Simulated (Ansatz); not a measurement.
I, 1 atom in the cell. Symmetry: Fmmm, No. 69, orthorhombic system. Conventional cell: a = 4.384 Å, b = 4.731 Å, c = 7.820 Å, α = 90.00°, β = 90.00°, γ = 90.00°. I (site symmetry mmm) has 4 I at 3.23 Å as nearest neighbours. 

* Program: Ansatz 0.2.0
* Task: band structure
* Functional: r2SCAN
* Potentials or basis: Ansatz PAW
* Cutoff: 500 eV (not typed: the program's choice for these potentials)
* k mesh: 9 × 9 × 9
* Occupations: fermi-dirac, width 0.05 eV
* Spin: no spin polarisation
* Path: [["G", "Y", "C", "D", "X", "G", "Z", "D1", "H", "C"], ["C1", "Z"], ["X", "H1"], ["H", "Y"], ["L", "G"]]
* Points for each segment of the path: 14

Potentials or basis: Ansatz PAW.

The run is started by

```console
$ ansatz run input.yaml --threads 2 --pin off --max-ram 5632MiB --backend cpu --events-out ev --progress --plain --runs-dir out
```

Hardware: 2 threads of Arm Neoverse V1 (shared host).

**Question.** Estimate the wall time of this run.

**Answer.** It took 10 s on 2 threads of Arm Neoverse V1 (shared host), peak memory 0.5 GiB. Counts: scf iterations 7, plane waves 1021, k points 125, bands 15.
